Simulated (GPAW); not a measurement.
Runs of GPAW 26.7.0 on SnTe. Symmetry: Fm-3m, No. 225, cubic system. Conventional cell: a = 6.302 Å, b = 6.302 Å, c = 6.302 Å, α = 90.00°, β = 90.00°, γ = 90.00°. Te (site symmetry m-3m) is surrounded by 6 Sn at 3.15 Å. Sn (site symmetry m-3m) is surrounded by 6 Te at 3.15 Å. 

| task | level | potentials or basis | cell | k mesh | cutoff (eV) | smearing | response ecut | maxiter | response k mesh | response bands | kernels | mesh quality | gap on the mesh (eV) |
| --- | --- | --- | --- | --- | --- | --- | --- | --- | --- | --- | --- | --- | --- |
| dielectric tensor | RPBE | the program's PAW data sets (release 1.2.1) made for this functional, pw | Fm-3m, 31.28 Å³/atom | 6 × 6 × 6 | 400 | fermi-dirac 0.001 eV | 80 eV | 150 | 18 × 18 × 18 | 30 | ["RPA"] | not flagged | 0.08 |
| dielectric tensor | PBEsol | PAW data sets generated in the run's folder for this functional, pw | Fm-3m, 31.28 Å³/atom | 6 × 6 × 6 | 400 | fermi-dirac 0.001 eV | 80 eV | 150 | 18 × 18 × 18 | 30 | ["RPA"] | not flagged | (a) |
| dielectric tensor | LDA | the program's PAW data sets (release 1.2.1) made for this functional, pw | Fm-3m, 31.28 Å³/atom | 6 × 6 × 6 | 400 | fermi-dirac 0.001 eV | 80 eV | 150 | 18 × 18 × 18 | 30 | ["RPA"] | not flagged | 0.11 |
| single point | PBE | GPAW PAW data sets (gpaw-data 1.2.1), pw | Fm-3m, 31.28 Å³/atom | 6 × 6 × 6 | 450 | fermi-dirac 0.05 eV | - | 120 | - | - | - | not flagged | 0.11 |

Alike in all rows: no spin polarisation.

Q: Fill in the values left out.

A: (a) 0.15.

Caveats: spin-orbit coupling is left out, which moves the levels of the heavy elements; the gap is small at this level, which inflates the dielectric constant (some runs); the long-wavelength limit can be off by a per cent or two (some runs); the cutoff is short for stress and forces, so pressures can be off by a GPa or more (some runs).

A k mesh can miss the band edges, and the runs leave out spin-orbit coupling on Sn, Te.
